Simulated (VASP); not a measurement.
# Si (P6_3/mmc) in VASP: notebook

One crystal, Si, is run at these levels: PBE; tasks: relaxation of shape and atoms at fixed volume.

All numbers are computed with VASP 6.6.1; they aren't measurements. Logs are shortened: lines on timing, memory, paths and dates and some standing lists are left out, and cuts for length are marked.

### Step 1. Starting point

Symmetry: P6_3/mmc, No. 194, hexagonal system. Conventional cell: a = 2.697 Å, b = 2.697 Å, c = 4.535 Å, α = 90.00°, β = 90.00°, γ = 120.00°. Around Si (site symmetry -6m2) lie 12 Si at 2.70 to 2.75 Å.

This isn't the form of Si at room conditions, which is diamond.

### Step 2. Relaxation of shape and atoms at fixed volume, PBE (a relaxed cell with its volume scaled by 0.96)

INCAR reads:

```
ALGO = Normal
EDIFF = 1E-7
EDIFFG = -0.01
ENCUT = 600
GGA = PE
IBRION = 2
ISIF = 4
ISMEAR = 0
LASPH = T
LCHARG = F
LREAL = F
LWAVE = F
NELM = 80
NSW = 40
PREC = Accurate
SIGMA = 0.03
```

KPOINTS reads:

```
k-points
0
Gamma
  12 12 6
```

POSCAR reads:

```
Si                                      
1.0
    2.6603578975      0.0000000000      0.0000000000
   -1.3301789488      2.3039375224      0.0000000000
    0.0000000000      0.0000000000      4.4736657696
  Si            
     2
Direct
     0.3333333300000021    0.6666666699999979    0.2500000000000000
     0.6666666699999979    0.3333333300000021    0.7500000000000000
```

Potentials or basis: VASP PAW PBE potentials, release 64 (Si).

Command:

```bash
cat potpaw_PBE.64/Si/POTCAR > POTCAR
mpirun -np 1 vasp_std > vasp.out
```

OUTCAR:

```text
EDIFF = 1E-7
   EDIFFG = -0.01
   ENCUT = 600
   GGA = PE
   IBRION = 2
   ISIF = 4
   ISMEAR = 0
   LASPH = T
   LREAL = F
   NELM = 80
   NSW = 40
   PREC = Accurate

 ion  position               nearest neighbor table
   1  0.333  0.667  0.250-   2 2.71   2 2.71   2 2.71   2 2.71   2 2.71   2 2.71
   2  0.667  0.333  0.750-   1 2.71   1 2.71   1 2.71   1 2.71   1 2.71   1 2.71

  LATTYP: Found a hexagonal cell.
 ALAT       =     2.6603578975
 C/A-ratio  =     1.6816029805

  Lattice vectors:

 A1 = (   2.6603578975,   0.0000000000,   0.0000000000)
 A2 = (  -1.3301789488,   2.3039375224,   0.0000000000)
 A3 = (   0.0000000000,   0.0000000000,   4.4736657696)

Analysis of symmetry for initial positions (statically):
=====================================================================
 Subroutine PRICEL returns:
 Original cell was already a primitive cell.

 Routine SETGRP: Setting up the symmetry group for a
 hexagonal supercell.

 Subroutine GETGRP returns: Found 24 space group operations
 (whereof 12 operations were pure point group operations)
 out of a pool of 24 trial point group operations.

The static configuration has the point symmetry D_3d.
 The point group associated with its full space group is D_6h.

Analysis of symmetry for dynamics (positions and initial velocities):
=====================================================================
 Subroutine PRICEL returns:
 Original cell was already a primitive cell.

 Routine SETGRP: Setting up the symmetry group for a
 hexagonal supercell.

 Subroutine GETGRP returns: Found 24 space group operations
 (whereof 12 operations were pure point group operations)
 out of a pool of 24 trial point group operations.

The dynamic configuration has the point symmetry D_3d.
 The point group associated with its full space group is D_6h.

 Subroutine INISYM returns: Found 24 space group operations
 (whereof 12 operations are pure point group operations),
 and found     1 'primitive' translations

----------------------------------------------------------------------------------------

                                     Primitive cell

  volume of cell :      27.4204

  direct lattice vectors                    reciprocal lattice vectors
     2.660357897  0.000000000  0.000000000     0.375889274  0.217019774  0.000000000
    -1.330178949  2.303937522  0.000000000     0.000000000  0.434039548  0.000000000
     0.000000000  0.000000000  4.473665770     0.000000000  0.000000000  0.223530333

  length of vectors
     2.660357897  2.660357898  4.473665770     0.434039548  0.434039548  0.223530333

  position of ions in fractional coordinates (direct lattice)
     0.333333330  0.666666670  0.250000000
     0.666666670  0.333333330  0.750000000

  ion indices of the primitive-cell ions
   primitive index   ion index
                 1           1
                 2           2

----------------------------------------------------------------------------------------

 KPOINTS: k-points

Automatic generation of k-mesh.
 Grid dimensions read from file:
 generate k-points for:   12   12    6

 Generating k-lattice:

  Cartesian coordinates                     Fractional coordinates (reciprocal lattice)
     0.031324106  0.018084981  0.000000000     0.083333333  0.000000000  0.000000000
     0.000000000  0.036169962  0.000000000     0.000000000  0.083333333  0.000000000
     0.000000000  0.000000000  0.037255056     0.000000000  0.000000000  0.166666667

  Length of vectors
     0.036169962  0.036169962  0.037255056

  Shift w.r.t. Gamma in fractional coordinates (k-lattice)
     0.000000000  0.000000000  0.000000000

 Subroutine IBZKPT returns following result:
 ===========================================

 Found     76 irreducible k-points:

 Following reciprocal coordinates:
            Coordinates               Weight
  0.000000  0.000000  0.000000      1.000000
  0.083333 -0.000000  0.000000      6.000000
  0.166667  0.000000  0.000000      6.000000
  0.250000 -0.000000  0.000000      6.000000
  0.333333 -0.000000  0.000000      6.000000
  0.416667 -0.000000  0.000000      6.000000
[... 16 lines left out ...]
  0.250000 -0.000000  0.166667     12.000000
  0.333333 -0.000000  0.166667     12.000000
 [... further k-points ...]
   k-points           NKPTS =     76   k-points in BZ     NKDIM =     76   number of bands    NBANDS=      8
   number of dos      NEDOS =    301   number of ions     NIONS =      2
   total plane-waves  NPLWV =  20736
   dimension x,y,z NGX =    24 NGY =   24 NGZ =   36
   dimension x,y,z NGXF=    48 NGYF=   48 NGZF=   72
   ions per type =               2
   NGX,Y,Z   is equivalent  to a cutoff of  15.00, 15.00, 13.38 a.u.
   NGXF,Y,Z  is equivalent  to a cutoff of  30.00, 30.00, 26.76 a.u.
 SYSTEM =  unknown system
   PREC   = accura    normal or accurate (medium, high low for compatibility)
   ISTART =      0    job   : 0-new  1-cont  2-samecut
   ICHARG =      2    charge: 1-file 2-atom 10-const
   ISPIN  =      1    spin polarized calculation?
   LNONCOLLINEAR =      F non collinear calculations
   LSORBIT =      F    spin-orbit coupling
   LASPH  =      T    aspherical Exc in radial PAW
   ENCUT  =  600.0 eV  44.10 Ry    6.64 a.u.   5.31  5.31  8.94*2*pi/ulx,y,z
   NELM   =     80;   NELMIN=  2; NELMDL= -5     # of ELM steps
   EDIFF  = 0.1E-06   stopping-criterion for ELM
   LREAL  =      F    real-space projection
   EDIFFG = -.1E-01   stopping-criterion for IOM
   NSW    =     40    number of steps for IOM
   IBRION =      2    ionic relax: 0-MD 1-quasi-New 2-CG
   NFREE  =      1    steps in history (QN), initial steepest desc. (CG)
   ISIF   =      4    stress and relaxation
   ISYM   =      2    0-nonsym 1-usesym 2-fastsym
   POTIM  = 0.5000    time-step for ionic-motion
   TEBEG  =    0.0;   TEEND  =   0.0 temperature during run
   PSTRESS=    0.0 pullay stress
   NELECT =       8.0000    total number of electrons
   NUPDOWN=      -1.0000    fix difference up-down
   EMIN   =  10.00;   EMAX   =-10.00  energy-range for DOS
   EFERMI =   0.00;   METHOD = LEGACY
   ISMEAR =     0;   SIGMA  =   0.03  broadening in eV -4-tet -1-fermi 0-gaus
   EFERMI_NEDOS =   21; number of points for ismear=-14 and -15
   IALGO  =     38    algorithm
   IMIX   =      4    mixing-type and parameters
     AMIX     =   0.40;   BMIX     =  1.00
     AMIX_MAG =   1.60;   BMIX_MAG =  1.00
  volume/ion in A,a.u.               =      13.71        92.52
  Fermi-wavevector in a.u.,A,eV,Ry     =   1.085792  2.051850 16.040517  1.178945
  Thomas-Fermi vector in A             =   2.221914
   LORBIT       =      0    0 simple, 1 ext, 2 COOP (PROOUT), +10 PAW based schemes
   GGA     = PE    functional components
   LHFCALC =     F    Hartree Fock is set to
   AEXX    =    0.0000 exact exchange contribution
   IVDW    =     0    specifies the selected vdW correction
   LEPSILON=     F    determine dielectric tensor
   LRPA    =     F    only Hartree local field effects (RPA)
 conjugate gradient relaxation of ions
 non-spin polarized calculation
 Gauss-broadening in eV      SIGMA  =   0.03
  energy-cutoff  :      600.00
  volume of cell :       27.42
 maximum number of plane-waves:       930
 NGX is ok and might be reduce to    24
   NGX = 11   NGY = 11   NGZ = 17

 number of electron       8.0000000 magnetization

 Free energy of the ion-electron system (eV)
  ---------------------------------------------------
  ext. energy  EPLUGINS =         0.00000000
  ---------------------------------------------------
  free energy    TOTEN  =        -9.82539144 eV

  energy without entropy =       -9.82535207  energy(sigma->0) =       -9.82537176

 E-fermi :  10.9002     XC(G=0): -11.4142

 val. band max:       10.9001236394   @ k =   0.3333   0.3333   0.0000
 cond. band min:      11.0085431102   @ k =   0.2500  -0.0000   0.1667
 fundamental gap:      0.1084194709
 Fermi energy:        10.9001504714

 k-point     1 :       0.0000    0.0000    0.0000
  band No.  band energies     occupation
      1      -4.0683      2.00000
      2       2.7032      2.00000
      3       3.4605      2.00000
      4      19.9608      0.00000
      5      19.9608      0.00000
      6      21.2243      0.00000
      7      21.2243      0.00000
      8      22.0793      0.00000

 k-point     2 :       0.0833   -0.0000    0.0000
  band No.  band energies     occupation
      1      -3.8782      2.00000
      2       2.8907      2.00000
      3       3.6399      2.00000
      4      17.5079      0.00000
      5      18.6948      0.00000
      6      20.5599      0.00000
      7      21.9513      0.00000
      8      22.5808      0.00000

 k-point     3 :       0.1667    0.0000    0.0000
  band No.  band energies     occupation
      1      -3.3087      2.00000
      2       3.4508      2.00000
      3       4.1776      2.00000
      4      14.1018      0.00000
      5      17.2559      0.00000
      6      19.3804      0.00000
      7      19.9637      0.00000
      8      20.6330      0.00000

 k-point     4 :       0.2500   -0.0000    0.0000
  band No.  band energies     occupation
      1      -2.3634      2.00000
      2       4.3764      2.00000
      3       5.0712      2.00000
      4      10.8241      1.99966
      5      16.1119      0.00000
      6      16.9489      0.00000
      7      17.8490      0.00000
      8      18.3248      0.00000

 k-point     5 :       0.3333   -0.0000    0.0000
  band No.  band energies     occupation
      1      -1.0485      2.00000
      2       5.6437      2.00000
      3       6.3127      2.00000
      4       7.8257      2.00000
      5      14.1411      0.00000
      6      14.9964      0.00000
      7      15.2902      0.00000
      8      17.4948      0.00000
[... 177 lines left out ...]
 k-point    22 :       0.1667    0.0000    0.1667
  band No.  band energies     occupation
      1      -3.1078      2.00000
      2       1.6388      2.00000
      3       6.3476      2.00000
      4      14.2725      0.00000
      5      17.4280      0.00000
      6      18.5554      0.00000
      7      18.8150      0.00000
      8      20.4513      0.00000

 k-point    23 :       0.2500   -0.0000    0.1667
  band No.  band energies     occupation
      1      -2.1634      2.00000
      2       2.5628      2.00000
      3       7.2347      2.00000
      4      11.0085      0.00000
      5      15.4408      0.00000
      6      16.2851      0.00000
      7      18.2848      0.00000
      8      19.3119      0.00000

 k-point    24 :       0.3333   -0.0000    0.1667
  band No.  band energies     occupation
      1      -0.8496      2.00000
      2       3.8448      2.00000
      3       7.9338      2.00000
      4       8.5214      2.00000
      5      12.5549      0.00000
      6      15.4640      0.00000
      7      16.8374      0.00000
      8      17.6089      0.00000

 [... further k-points ...]

------------------------ aborting loop because EDIFF is reached ----------------------------------------

  FORCE on cell =-STRESS in cart. coord.  units (eV):
  Direction    XX          YY          ZZ          XY          YZ          ZX
  --------------------------------------------------------------------------------------
  -------------------------------------------------------------------------------------
  Total        0.7191500      0.7191500      0.7400297     -0.0000000     -0.0000000      0.0000000
  in kB       42.0199752     42.0199752     43.2399739     -0.0000000     -0.0000000      0.0000000
  external PRESSURE =      42.4266415 kB  Pullay stress =       0.0000000 kB

 VOLUME and BASIS-vectors are now :
 -----------------------------------------------------------------------------
  energy-cutoff  :      600.00
  volume of cell :       27.42
      direct lattice vectors                 reciprocal lattice vectors
     2.660357897  0.000000000  0.000000000     0.375889274  0.217019774  0.000000000
    -1.330178949  2.303937522  0.000000000     0.000000000  0.434039548  0.000000000
     0.000000000  0.000000000  4.473665770     0.000000000  0.000000000  0.223530333

 POSITION                                       TOTAL-FORCE (eV/Angst)
 -----------------------------------------------------------------------------------
     -0.00000      1.53596      1.11842         0.000000     -0.000000      0.000000
      1.33018      0.76798      3.35525        -0.000000      0.000000      0.000000
 -----------------------------------------------------------------------------------
    total drift:                               -0.000000      0.000000     -0.000000

  FREE ENERGIE OF THE ION-ELECTRON SYSTEM (eV)
  ---------------------------------------------------
  free  energy   TOTEN  =        -9.8253914437 eV

  energy  without entropy=       -9.8253520726  energy(sigma->0) =       -9.82537176

 reached required accuracy - stopping structural energy minimisation
```

It took 7.4 s on 1 thread of Intel Xeon 6975P-C (Granite Rapids), shared host; peak memory 0.14 GiB.

Results:

```
Free energy             : -9.8254 eV
Pressure after relaxing : 4.2 GPa
Band gap on the k mesh  : none (metal or under the smearing width)
```

Final structure:
```yaml
crystal:
  lattice:
    - [2.66036, 0.00000, 0.00000]
    - [-1.33018, 2.30394, 0.00000]
    - [0.00000, 0.00000, 4.47367]
  atoms:
    - { symbol: Si, position: [0.33333, 0.66667, 0.25000] }
    - { symbol: Si, position: [0.66667, 0.33333, 0.75000] }
```

Levels at points of the mesh, in eV from the Fermi level:
```
           k point  band 2  band 3  band 4  band 5  band 6  band 7
(0.00, 0.00, 0.00)   -8.20   -7.44    9.06    9.06   10.32   10.32
(0.50, 0.00, 0.00)   -7.94   -1.85   -1.70   -1.36   -0.14    3.73
(0.00, 0.00, 0.50)  -13.16    0.75    0.75   10.47   10.47   10.47
(0.50, 0.00, 0.50)   -6.77   -6.17   -6.17    5.29    5.29    6.01
```

Caveat: the relaxation stopped at its first step, so nothing moved.

(Continued in part 2 of 2.)
